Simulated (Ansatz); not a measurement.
A run of Ansatz 0.2.0:

input.yaml

```yaml
crystal:
  lattice:
    - [0.0, 3.611146, 3.611146]
    - [3.611146, 0.0, 3.611146]
    - [3.611146, 3.611146, 0.0]
  atoms:
    - { symbol: Te, position: [0.25, 0.25, 0.25] }
    - { symbol: Sn, position: [0.0, 0.0, 0.0] }
hamiltonian:
  xc: pbesol
  pseudopotentials: { kind: paw }
kpoints:
  mp_grid: { grid: [6, 6, 6] }
scf:
  occupations: { method: fermi_dirac, width: 0.05 }
phonons:
  method: dfpt
  qmesh: [2, 2, 2]
  temperatures: { t_max: 1000, t_step: 100 }
  qpath:
    path:
      - [[0.0, 0.0, 0.0], [0.5, 0.0, 0.5], [0.5, 0.25, 0.75], [0.375, 0.375, 0.75], [0.0, 0.0, 0.0], [0.5, 0.5, 0.5], [0.625, 0.25, 0.625], [0.5, 0.25, 0.75], [0.5, 0.5, 0.5], [0.375, 0.375, 0.75]]
      - [[0.625, 0.25, 0.625], [0.5, 0.0, 0.5]]
    npoints: 8
```

Potentials or basis: Ansatz PAW.

Launch:

```bash
$ ansatz run input.yaml --threads 2 --pin off --max-ram 5632MiB --backend cpu --events-out ev --progress --plain --runs-dir out
```

Hardware: 2 threads of Intel(R) Xeon(R) Platinum 8375C CPU @ 2.90GHz (Ice Lake), on a shared host.

Task: How long does it take, and how much memory?

Result: Run time: 71 s on 2 threads of Intel(R) Xeon(R) Platinum 8375C CPU @ 2.90GHz (Ice Lake), on a shared host, peak memory 0.78 GiB. Counts: scf iterations 26, plane waves 1837, k points 16, bands 19.
